At 900 K and a doping of $10^{18}$ holes per cm³ the Seebeck coefficient of BP, the voltage per kelvin along a temperature gradient, comes out at 620 µV/K. That is hardly more than the 613 µV/K of the same doping at 600 K, although ten times as many holes gain 52 µV/K over the same step. The electron row at this temperature and doping falls short in the same way. To see why, one needs a rule for the value to expect, and the rows at 300 K supply it.

Doped zincblende BP (conventional a = 4.520 Å), computed with Ansatz 0.2.0 using the PBEsol functional, scalar-relativistic plane-wave PAW, a cutoff of 420 eV and a 10×10×10 k mesh. Transport assumes a constant relaxation time and rigid bands interpolated over the whole zone; doping is positive for holes and negative for electrons.

| temperature (K) | doping (1e18 cm^-3) | Seebeck xx (microV/K) | conductivity mass 1 (m_e) |
| --- | --- | --- | --- |
| 300 | -1 | -532 | 0.329 |
| 300 | -10 | -336 | 0.330 |
| 300 | -100 | -154 | 0.340 |
| 300 | -1000 | -41.1 | 0.415 |
| 300 | 1 | 524 | 0.385 |
| 300 | 10 | 328 | 0.386 |
| 300 | 100 | 146 | 0.391 |
| 300 | 1000 | 37.6 | 0.428 |
| 600 | -1 | -623 | 0.357 |
| 600 | -10 | -425 | 0.357 |
| 600 | -100 | -233 | 0.365 |
| 600 | -1000 | -82.4 | 0.419 |
| 600 | 1 | 613 | 0.397 |
| 600 | 10 | 415 | 0.398 |
| 600 | 100 | 223 | 0.402 |
| 600 | 1000 | 73.3 | 0.432 |
| 900 | -1 | -639 | n/a |
| 900 | -10 | -480 | 0.380 |
| 900 | -100 | -285 | 0.386 |
| 900 | -1000 | -120 | 0.424 |
| 900 | 1 | 620 | n/a |
| 900 | 10 | 467 | 0.409 |
| 900 | 100 | 272 | 0.413 |
| 900 | 1000 | 105 | 0.438 |

**300 K, light doping.** Electrons give a negative Seebeck coefficient and holes a positive one, so the rule is written for the size $|S|$. With a constant relaxation time, $|S|$ is the mean energy that the current carries, measured from the chemical potential, divided by $eT$. In a parabolic band with few carriers this energy lies $\tfrac52 k_BT$ above the band edge, while the chemical potential lies $k_BT\ln(N/n)$ below it, inside the gap. Here $n$ is the doping and $N$ the effective number of states within thermal reach of the edge. Hence

$$|S| = \frac{k_B}{e}\left(\frac52-\ln x\right),\qquad x=\frac{n}{N},\qquad \frac{k_B}{e}=86.2\ \text{µV/K}.$$

Each tenfold increase in doping therefore costs 198 µV/K, and the first step at 300 K costs 196 for both carriers. The rule needs only $N$, which one row of the table fixes. For electrons at $10^{18}$ cm⁻³, $532/86.2-2.5=3.67$, and $e^{3.67}$ gives $N\approx39$ in the table's doping unit of $10^{18}$ cm⁻³. The corresponding hole row gives 36. These two numbers are the only parameters taken from the results.

**300 K, heavy doping.** Once $x$ is near one, the states at the edge fill up and the logarithm alone falls too fast. The first correction from the exclusion principle adds $0.088\,x$ inside the bracket, which serves up to about $x=6$. Beyond that the carriers behave as in a metal: those just above and just below the chemical potential nearly cancel, and only the slope of the conductivity with energy is left. The Mott formula for a parabolic band then gives

$$|S| \approx \frac{k_B}{e}\,\frac{4.1}{x^{2/3}}.$$

The row with $10^{21}$ holes per cm³, which had no part in fixing $N$, shows the second form at work. Here $x=1000/36\approx28$ and $x^{2/3}\approx9.2$, so $|S|\approx86.2\times4.1/9.2\approx38$ µV/K. The table has 37.6. The bare logarithm would have given a negative $|S|$, which has no meaning.

**600 K.** Heating brings more states within reach, and in a parabolic band $N$ grows as $T^{3/2}$. The same carriers are then spread more thinly, the chemical potential sinks further below the edge in units of $k_BT$, and $|S|$ rises by 90 µV/K per doubling of temperature as long as the doping is light.

Take $10^{20}$ electrons per cm³, again a row not used to fix $N$. From 300 to 600 K, $N$ grows by $2^{3/2}=2.83$, from 39.4 to 111, so $x=100/111=0.90$. The first form gives $86.2\times(2.5+0.11+0.08)\approx232$ µV/K, against 233 in the table.

**900 K.** The rule now shows how far the row at the start falls short: it asks for 666 µV/K, 46 more than the calculation gives. At this temperature some electrons are lifted across the gap, and they produce a voltage of the opposite sign. With the calculated gap of 1.11 eV, the law of mass action leaves about two electrons for every hundred holes. That is enough to matter, because each minority carrier transports even more energy, measured from the chemical potential, than a majority carrier does.

An estimate with both carriers, taken as equally mobile, lowers the rule to 630 µV/K for holes and 638 for electrons; the table has 620 and 639. The second carrier thus accounts for the electron loss and for most of the hole loss. Its size, however, belongs to the calculation more than to the material, since PBEsol makes the gap too small. If the gap were 2 eV instead, the minority carriers would be rarer by a factor of nearly $10^5$ and the dip would vanish.

**How far the rule can be trusted.** Leave aside the two rows that fixed $N$ and the two with both carriers. On the other 20 rows the rule is within 7 µV/K of the calculation, and within about 6 % of the value. The largest miss, for $10^{21}$ holes per cm³ at 900 K, lies close to $x=6$, where the two forms meet. There the shortcut itself exceeds the full parabolic-band result by 8 µV/K, so this miss is no evidence about the bands of BP. For as many electrons at 900 K the rule lies 4 µV/K below the calculation, although the shortcut errs on the high side there too; that row does depart from a parabolic band, by more than the miss shows. The printed output after this text compares the rule with every row.

**The mass column.** The conductivity mass is the mass that turns carrier density and relaxation time into conductivity; it is marked n/a where both carriers count. For $10^{19}$ electrons per cm³ it grows from 0.330 to 0.380 between 300 and 900 K. Since the bands and the relaxation time are held fixed, the cause must lie in the shape of the bands: they flatten away from their edge, or heavier bands come within reach. If $N$ gained an extra factor from this heavier mass, $|S|$ would rise by a further 18 µV/K, yet the calculation ends only 4 above the rule. For a band that flattens away from its edge, theory suggests two reasons: the number of states grows less than this mass implies, and the fast carriers are slower than in a parabola, which lowers the mean energy carried.

The mass also offers a rougher start when no Seebeck value is at hand: $N\approx25\,g\,m^{3/2}$ at 300 K, in the same unit, with $m$ in electron masses. Here $g$ counts the equivalent valleys or bands, six for electrons and three for holes. This gives 28 and 18 instead of 39 and 36, and errors of up to 32 µV/K for electrons and 59 for holes. A likely reason is that the conductivity mass favours the light directions of a band, whereas $N$ counts states in all of them. For a related semiconductor the lesson is that more valleys raise $|S|$ at a given doping even if the conductivity mass stays the same: at light doping, doubling $N$ adds $86.2\times\ln2\approx60$ µV/K.

**From the table to a sample.** The agreement shows that, for the Seebeck coefficient, parabolic bands stand in well for the calculated ones, though less well for the heaviest electron doping at high temperature. It does not test the constant relaxation time, which the rule and the calculation share. If acoustic phonons dominated the scattering, the $\tfrac52$ would become 2 and every lightly doped value would drop by about 43 µV/K, far more than the difference between electrons and holes. At $10^{21}$ cm⁻³ there is one carrier for some forty cells, and the states of the dopants themselves, absent here, may change the bands. For holes, spin–orbit coupling, also left out, splits the top of the valence band and should lower $N$, most noticeably at 300 K. Near their edges, where $N$ is decided, the bands are interpolated from a rather coarse k mesh, and no test with a denser one is at hand.

Output of the analysis:

```
Rule against calculation, absolute Seebeck in microV/K:
  row  T_K  doping_1e18  N_1e18         x   rule  computed     miss  miss_log_only
  300  300           -1   39.39   0.02538  532.2       532   0.1925              0
  300  300          -10   39.39    0.2538  335.5       336  -0.4964         -2.421
  300  300         -100   39.39     2.538  154.4       154   0.4071         -18.84
  300  300        -1000   39.39     25.38   40.9      41.1  -0.1952         -104.4
  300  300            1    35.9   0.02785  524.2       524   0.2112              0
  300  300           10    35.9    0.2785  327.7       328  -0.3092         -2.421
  300  300          100    35.9     2.785  148.3       146     2.28         -18.84
  300  300         1000    35.9     27.85  38.45      37.6   0.8499         -108.9
  600  600           -1   111.4  0.008975  621.7       623   -1.336         -1.404
  600  600          -10   111.4   0.08975  423.9       425   -1.145         -1.825
  600  600         -100   111.4    0.8975  231.6       233   -1.441         -8.247
  600  600        -1000   111.4     8.975  81.81      82.4  -0.5905         -56.07
  600  600            1   101.5  0.009848  613.7       613   0.6709         0.5962
  600  600           10   101.5   0.09848  415.9       415   0.9216         0.1748
  600  600          100   101.5    0.9848  224.2       223    1.221         -6.247
  600  600         1000   101.5     9.848   76.9      73.3      3.6         -54.97
  900  900           -1   204.7  0.004885    674       639    35.04          35.01
  900  900          -10   204.7   0.04885    476       480   -4.044         -4.415
  900  900         -100   204.7    0.4885  280.9       285   -4.132         -7.836
  900  900        -1000   204.7     4.885  115.8       120   -4.211         -41.26
  900  900            1   186.5  0.005361    666       620    46.05          46.01
  900  900           10   186.5   0.05361    468       467   0.9917         0.5852
  900  900          100   186.5    0.5361  273.2       272    1.229         -2.836
  900  900         1000   186.5     5.361  111.4       105    6.393         -34.26
Fall of Seebeck per tenfold doping, dilute limit (microV/K): 198.4
Rise of Seebeck per doubling of temperature, dilute limit (microV/K): 89.6
N at 300 K for electrons, from one row (1e18 cm^-3): 39.39
N at 300 K for holes, from one row (1e18 cm^-3): 35.9
Largest miss on the 20 one-carrier test rows (microV/K): 6.393
Largest miss on the same rows (percent): 6.088
N at 300 K for electrons from conductivity mass and six valleys (1e18 cm^-3): 28.41
N at 300 K for holes from conductivity mass and three bands (1e18 cm^-3): 17.98
Largest miss with N from masses, electrons, one-carrier rows (microV/K): 32.06
Largest miss with N from masses, holes, one-carrier rows (microV/K): 59.15
Two-carrier estimate at 900 K, electron doping 1e18 (microV/K): 637.6
Two-carrier estimate at 900 K, hole doping 1e18 (microV/K): 629.6
Factor by which minority carriers at 900 K would be rarer with a gap of roughly 2 eV: 91421
Extra Seebeck from 300 to 900 K if N grew as conductivity mass to the 1.5, electrons 1e19 (microV/K): 18.24
Excess of the shortcut over full Fermi integrals near x of 6 (microV/K): 8.036
```
